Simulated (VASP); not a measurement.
## CdO: work function with PBEsol

CdO, a slab with vacuum:

```
CELL_PARAMETERS angstrom
3.32269 0.00000 0.00000
0.00000 3.32269 0.00000
0.00000 0.00000 27.74750
ATOMIC_POSITIONS crystal
Cd 0.50000 0.50000 0.28831
Cd 0.00000 0.00000 0.37299
Cd 0.50000 0.50000 0.45766
Cd 0.00000 0.00000 0.54234
Cd 0.50000 0.50000 0.62701
Cd 0.00000 0.00000 0.71169
O 0.00000 0.00000 0.28831
O 0.50000 0.50000 0.37299
O 0.00000 0.00000 0.45766
O 0.50000 0.50000 0.54234
O 0.00000 0.00000 0.62701
O 0.50000 0.50000 0.71169
```

- Program: VASP 6.6.1
- Task: work function
- Functional: PBEsol
- Potentials or basis: VASP PAW PBE potentials, release 64 (Cd, O)
- Cutoff: 520 eV
- k mesh: 10 × 10 × 1
- Occupations: methfessel-paxton, width 0.1 eV
- Spin: no spin polarisation
- Dipole correction: yes
- Further INCAR settings: ALGO = Fast; EDIFF = 1e-06

```yaml
Largest_force: 0.094 eV/Å
Band_gap_on_the_k_mesh: none (metal or under the smearing width)
Work_function_of_the_upper_face: 4.86 eV
Work_function_of_the_lower_face: 4.86 eV
```

Forces in eV/Å, atoms in the order of the input:
```
Cd   0.000  0.000  0.094
Cd   0.000  0.000 -0.054
Cd   0.000  0.000 -0.007
Cd   0.000  0.000  0.007
Cd   0.000  0.000  0.054
Cd   0.000  0.000 -0.094
O    0.000  0.000 -0.092
O    0.000  0.000 -0.013
O    0.000  0.000  0.001
O    0.000  0.000 -0.001
O    0.000  0.000  0.013
O    0.000  0.000  0.092
```

Levels at points of the mesh, in eV from the Fermi level:
```tsv
k point	band 52	band 53	band 54	band 55	band 56	band 57
(0.00, 0.00, 0.00)	-1.44	-1.38	-1.38	-0.35	0.45	1.66
(0.50, 0.00, 0.00)	-0.06	-0.02	-0.02	4.40	4.40	4.66
(0.50, 0.50, 0.00)	-2.02	-1.54	-1.54	3.33	3.33	4.33
```

Run time: 5.9 min on 8 MPI ranks on Intel(R) Xeon(R) Platinum 8175M CPU @ 2.50GHz (Skylake/Cascade Lake), on a shared host, peak memory 0.59 GiB a rank.

Caveat: the PAW data sets were made with another functional, which shifts forces and pressure a little.
